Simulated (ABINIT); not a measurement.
## Ta in ABINIT: convergence with nband

Crystal: Ta.

```xyz
1
Lattice="-1.6207 1.6546 1.6292 1.6978 -1.6262 1.6778 1.6224 1.6279 -1.6008" Properties=species:S:1:pos:R:3 pbc="T T T"
Ta   -0.0498    0.0348   -0.0299
```

The cell isn't the ideal one: cell strained at random at fixed volume.

| Quantity | Value |
| --- | --- |
| Program | ABINIT 10.8.3 (patched build) |
| Task | single point |
| Functional | PBE |
| Potentials or basis | PseudoDojo NC SR PBE v0.4.1 standard |
| Cutoff | 789 eV |
| k mesh | 9 × 9 × 9 |
| Occupations | fermi-dirac, width 0.05 eV |
| Spin | no spin polarisation |

These are the settings of the first run; the series varies nband, with any setting tied to it.

Hardware: 1 thread of Arm Neoverse N1, on a shared host.

```
nband  energy less the tightest run, at zero smearing (meV/atom)  SCF cycles  CPU time (s)  peak memory (GiB)
    8                                                       0.00           8           100                0.1
    9                                                       0.00           8           120                0.1
   10                                                       0.00           8           130               0.11
   11                                                       0.00           8           140               0.11
   12                                                       0.00           8           150               0.12
   15                                                       0.00           8           190               0.13
   21                                                       0.00           8           280               0.16
```

Against the tightest run, the energy stays within 1 meV/atom from 8 on. The tightest run that finished is the yardstick and may itself not be fully converged.

Spin-orbit coupling is left out, which matters for the levels of Ta.
